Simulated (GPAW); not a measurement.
A run of GPAW 26.7.0 is set up as follows.

run.py

```python
from ase import Atoms
from ase.dft.bandgap import bandgap
from ase.io import write
from ase.units import GPa
from gpaw import GPAW, PW

atoms = Atoms(['Zr', 'O', 'O'],
              cell=[[0.0, 2.5450727058, 2.5450727058],
                    [2.5450727058, 0.0, 2.5450727058],
                    [2.5450727058, 2.5450727058, 0.0]],
              scaled_positions=[[0.0, 0.0, 0.0],
                                [0.75, 0.75, 0.75],
                                [0.25, 0.25, 0.25]],
              pbc=True)

calc = GPAW(mode=PW(650),
            xc='PBE',
            kpts={'size': (7, 7, 7), 'gamma': True},
            occupations={'name': 'fermi-dirac', 'width': 0.05},
            nbands=24,
            maxiter=120,
            txt='gpaw.txt')
atoms.calc = calc
energy = atoms.get_potential_energy()
forces = atoms.get_forces()
stress = atoms.get_stress()
calc.write('gs.gpw')
write('result.traj', atoms)
print(f'Energy: {energy:.6f} eV')
print('Forces (eV/A):')
print(forces.round(4))
print('Stress (GPa):', (stress / GPa).round(3))
print('Fermi level:', round(calc.get_fermi_level(), 4), 'eV')
print(f'Gap: {bandgap(calc)[0]:.4f} eV, direct: {bandgap(calc, direct=True)[0]:.4f} eV')
```

Potentials or basis: GPAW PAW data sets (gpaw-data 1.2.1), pw.

The run is started by

```bash
$ OMP_NUM_THREADS=1 python run.py
```

(1) Predict the pressure.

(2) What does it give for the band gap on the k mesh?

## Answers

(1) -0.9 GPa.

(2) 3.44 eV, indirect (least direct gap 3.89 eV).

Caveat: the cutoff is short for stress and forces, so pressures can be off by a GPa or more; an odd mesh through Γ misses points on the zone boundary, where band edges often lie.
